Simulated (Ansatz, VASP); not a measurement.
**W: VASP beside Ansatz**

```
W
1.0
    -1.58234    1.58234    1.58234
     1.58234   -1.58234    1.58234
     1.58234    1.58234   -1.58234
W
1
Cartesian
  0.0000 0.0000 0.0000
```

Alike in both runs: task single point; functional r2SCAN; k mesh 12 × 12 × 12; occupations fermi-dirac, width 0.05 eV; no spin polarisation.

|  | VASP | Ansatz |
| --- | --- | --- |
| version | VASP 6.6.1 | Ansatz 0.2.0 |
| potentials or method | VASP PAW PBE potentials, release 64 (W_sv) | Ansatz PAW |
| plane-wave cutoff (eV) | 520 | 500 |
| valence electrons in the cell | 14 | 14 |

VASP gave:

```
gap on the k mesh at the Fermi level (eV) : none
pressure (GPa)                            : 2.8
```

**Question.** What did Ansatz give for the same quantities?

**Answer.** gap on the k mesh at the Fermi level (eV): none; pressure (GPa): 1.5.

A gap of «none» marks a metal or a gap that the smearing closes.

Caveats: the PAW data sets were made with another functional, which shifts forces and pressure a little (VASP); the PAW data sets come from PBE, with cores solved anew for the run's functional, which leaves a small shift of forces and pressure (Ansatz). Spin-orbit coupling is left out, which matters for the levels of W.
